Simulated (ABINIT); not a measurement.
Crystal: Ta.

```
CELL_PARAMETERS angstrom
2.90037 0.00000 0.00000
-1.45019 2.51180 0.00000
0.00000 0.00000 5.16627
ATOMIC_POSITIONS crystal
Ta 0.33333 0.66667 0.25000
Ta 0.66667 0.33333 0.75000
```

This isn't the form of Ta at room conditions, which is bcc.

```yaml
Program: ABINIT 10.8.3 (patched build)
Task: relaxation of cell and atoms
Functional: PBEsol
Potentials_or_basis: JTH PAW PBE v2.0
Cutoff: 517 eV
k_mesh: 11 × 11 × 5
Occupations: fermi-dirac, width 0.05 eV
Spin: no spin polarisation
```

At the start: pressure -7.2 GPa; volume 18.82 Å³/atom.

**Question.** Where does the relaxation end?

**Answer.** Over 5 steps the energy falls by 16.3 meV/atom and the volume is 18.13 Å³/atom (-3.7 %); space group P6_3/mmc (No. 194, to 0.05 Å).

Step by step:
| step | energy change (eV) | largest force (eV/Å) | pressure (GPa) | volume (Å³) |
| --- | --- | --- | --- | --- |
| 1 | 0.0000 | 0.0000 | -7.16 | 37.64 |
| 2 | -0.0269 | 0.0000 | -3.10 | 36.82 |
| 3 | -0.0325 | 0.0000 | 0.19 | 36.22 |
| 4 | -0.0326 | 0.0000 | 0.00 | 36.26 |
| 5 | -0.0326 | 0.0000 | 0.00 | 36.26 |

Final structure:
```
Ta
1.0
     2.86100    0.00000    0.00000
    -1.43050    2.47770    0.00000
     0.00000    0.00000    5.11492
Ta
2
Direct
  0.33333 0.66667 0.25000
  0.66667 0.33333 0.75000
```

Caveat: the PAW data sets were made with another functional, which shifts forces and pressure a little.
